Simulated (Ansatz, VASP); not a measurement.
GaN in VASP and in Ansatz

File INCAR:

```
SYSTEM = GaN
PREC     = Accurate       ! precision mode
ENCUT    = 520            ! plane-wave cutoff, eV
EDIFF    = 1E-6           ! SCF threshold, eV
ISMEAR   = -1             ! smearing method
SIGMA    = 0.05           ! smearing width, eV
LREAL    = .FALSE.        ! projectors in reciprocal space
LASPH    = .TRUE.         ! aspherical terms in the spheres
NELM     = 60             ! most SCF steps
ALGO     = Normal         ! electronic algorithm
ISIF     = 2              ! what is computed and relaxed
LWAVE    = .FALSE.        ! write WAVECAR
LCHARG   = .FALSE.        ! write CHGCAR
GGA      = PE             ! functional
NBANDS   = 16             ! bands
```

The input KPOINTS:

```
Automatic mesh
0
G
  10 10 10
  0 0 0
```

File POSCAR:

```
GaN
1.0
    2.9197935391      0.0000000000      0.0000000000
   -1.4598967695      2.5286154183      0.0000000000
    0.0000000000      0.0000000000      2.6285919765
Ga N
1 1
Direct
    0.6666700000      0.3333300000      0.5000000000
    0.0000000000      0.0000000000      0.0000000000
```

Contents of input.yaml:

```yaml
crystal:
  lattice:
    - [2.9197935391, 0.0, 0.0]
    - [-1.4598967695, 2.5286154183, 0.0]
    - [0.0, 0.0, 2.6285919765]
  atoms:
    - { symbol: Ga, position: [0.66667, 0.33333, 0.5] }
    - { symbol: "N", position: [0.0, 0.0, 0.0] }
hamiltonian:
  xc: pbe
  pseudopotentials: { kind: paw }
kpoints:
  mp_grid: { grid: [10, 10, 10] }
scf:
  occupations: { method: fermi_dirac, width: 0.05 }
output:
  forces: true
  stress: true
  eigenvalues: true
  write_density: true
  write_potential: true
  elf: true
  volumetric_format: npy
```

The cell was built by a generator and needn't be a form met in nature.

Alike in both runs: task single point; functional PBE; k mesh 10 × 10 × 10; occupations fermi-dirac, width 0.05 eV; no spin polarisation.

```csv
,VASP,Ansatz
version,VASP 6.6.1,Ansatz 0.2.0
potentials or method,"VASP PAW PBE potentials, release 64 (Ga_d, N)",Ansatz PAW
plane-wave cutoff (eV),520,420
valence electrons in the cell,18,18
```

|  | VASP | Ansatz | Ansatz less VASP |
| --- | --- | --- | --- |
| gap on the k mesh at the Fermi level (eV) | none | none | - |
| pressure (GPa) | 13.1 | 12.3 | -0.82 |
| largest component of the traceless stress (GPa) | 2.70 | 2.62 | -0.084 |

A gap of «none» marks a metal or a gap that the smearing closes.

Caveats: the pressure holds a Pulay correction of +0.6 GPa for the finite cutoff (Ansatz).
